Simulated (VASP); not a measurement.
# VASP inputs for BaHfO$_{3}$ (strained cubic perovskite)

INCAR

```
NELM = 120
IBRION = -1
METAGGA = R2SCAN
EDIFF = 1E-7
NSW = 0
LREAL = .FALSE.
LWAVE = .FALSE.
LCHARG = .FALSE.
NBANDS = 27
SIGMA = 0.01
ALGO = Normal
ISMEAR = 0
ISIF = 2
ENCUT = 520
LASPH = .TRUE.
PREC = Accurate
```

KPOINTS

```
KPOINTS created by Atomic Simulation Environment
0
Gamma
6 6 6
0 0 0
```

KPOINTS_OPT

```
special points
4
Reciprocal
0.0000000000 0.0000000000 0.0000000000 1
0.0000000000 0.5000000000 0.0000000000 1
0.5000000000 0.5000000000 0.0000000000 1
0.5000000000 0.5000000000 0.5000000000 1
```

POSCAR

```
Ba Hf O
 1.0000000000000000
     4.1352881831000001    0.0000000000000000    0.0000000000000000
     0.0000000000000000    4.1352881831000001    0.0000000000000000
     0.0000000000000000    0.0000000000000000    4.1352881831000001
 Ba  Hf  O
   1   1   3
Cartesian
  0.0000000000000000  0.0000000000000000  0.0000000000000000
  2.0676440915499996  2.0676440915499996  2.0676440915499996
  2.0676440915499996  2.0676440915499996  0.0000000000000000
  2.0676440915499996  0.0000000000000000  2.0676440915499996
  0.0000000000000000  2.0676440915499996  2.0676440915499996
```

VASP ran with the recommended PBE PAW datasets (38 valence electrons in the cell).

Task: What does this run give?

Result: gap between bands v and c 4.18 eV; least direct gap 4.38 eV; pressure 4.8 GPa.

Band v is the last that the valence electrons fill when counted band by band, and c is the next. Levels in eV from the top of v:

| point | v−1 | v | c | c+1 |
| --- | --- | --- | --- | --- |
| Γ | -0.21 | -0.21 | 4.18 | 4.18 |
| X | -0.54 | -0.54 | 4.76 | 7.09 |
| M | -0.93 | -0.08 | 6.98 | 6.98 |
| R | 0.00 | 0.00 | 6.80 | 6.80 |
